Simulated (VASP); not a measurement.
A run of VASP 6.6.1:

File INCAR:

```
SYSTEM = SrTiO3
  ALGO = Normal
  EDIFF = 1E-7
  EDIFFG = -0.01
  ENCUT = 600
  GGA = PE
  IBRION = 2
  ISIF = 2
  ISMEAR = 0
  IVDW = 12
  LASPH = .TRUE.
  LCHARG = .FALSE.
  LREAL = .FALSE.
  LWAVE = .FALSE.
  NELM = 80
  NSW = 40
  PREC = Accurate
  SIGMA = 0.03
```

The input KPOINTS:

```
k-points
0
G
  8 8 8
  0 0 0
```

File POSCAR:

```
SrTiO3                                  
1.0
    3.9133221018      0.0000000000      0.0000000000
    0.0000000000      3.9133221018      0.0000000000
    0.0000000000      0.0000000000      3.9133221018
  Sr              Ti              O             
     1     1     3
Direct
     0.5000000000000000    0.5000000000000000    0.5000000000000000
     0.0000000000000000    0.0000000000000000    0.0000000000000000
     0.5000000000000000    0.0000000000000000    0.0000000000000000
     0.0000000000000000    0.5000000000000000    0.0000000000000000
     0.0000000000000000    0.0000000000000000    0.5000000000000000
```

Potentials or basis: VASP PAW PBE potentials, release 64 (Sr_sv, Ti_sv, O).

The run is started by

```bash
$ cat potpaw_PBE.64/Sr_sv/POTCAR potpaw_PBE.64/Ti_sv/POTCAR potpaw_PBE.64/O/POTCAR > POTCAR
$ mpirun -np 1 vasp_std > vasp.out
```

Hardware: 1 thread of Intel(R) Xeon(R) 6975P-C (Granite Rapids), on a shared host.

Problem. Estimate the wall time of this run.

Solution. Run time: 24 s on 1 thread of Intel(R) Xeon(R) 6975P-C (Granite Rapids), on a shared host, peak memory 0.22 GiB. Counts: scf iterations 18, k points 35, ion steps 1.
